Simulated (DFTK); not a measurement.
**TePb under changes of volume**

One of the cells (32.055 Å³/atom); the others are scaled copies at fixed shape and fractional positions:

```
Pb Te
1.0
     4.00229    0.00000    0.00000
     0.00000    4.00229    0.00000
     0.00000    0.00000    4.00229
Pb Te
1 1
Direct
  0.00000 0.00000 0.00000
  0.50000 0.50000 0.50000
```

Measurements of this composition are mostly on another form, of space group No. 225.

```yaml
Program: DFTK 0.8.2
Functional: BLYP
Potentials_or_basis: dojo.nc.sr.pbe.v0_4_1.standard.upf (PBE)
Cutoff: 1088 eV
k_mesh: 4 × 4 × 4
Occupations: fermi-dirac, width 0.05 eV
Spin: no spin polarisation
```

```tsv
volume (Å³/atom)	energy over the lowest point (meV/atom)	pressure (GPa)
30.132	107.04	7.7
30.773	78.57	6.4
31.414	54.96	5.3
32.055	35.70	4.2
32.696	?	?
33.337	8.54	2.5
33.978	0.00	1.7
```

What does the run at 32.696 Å³/atom give?

Energy over the lowest point 20.36 meV/atom; pressure 3.3 GPa.

Worked out: A Birch-Murnaghan fit of order 3 (a polynomial in V^(-2/3)) to the other rows has no minimum within the range. It gives 20.34 meV/atom at 32.696 Å³/atom, against the run's 20.36, and -dE/dV = 3.4 GPa, against 3.3.

Energies are extrapolated to zero smearing.

Caveats: all runs use coarse meshes; the minimum lies outside the volumes run; the potentials were made for another functional, which shifts forces and pressure.
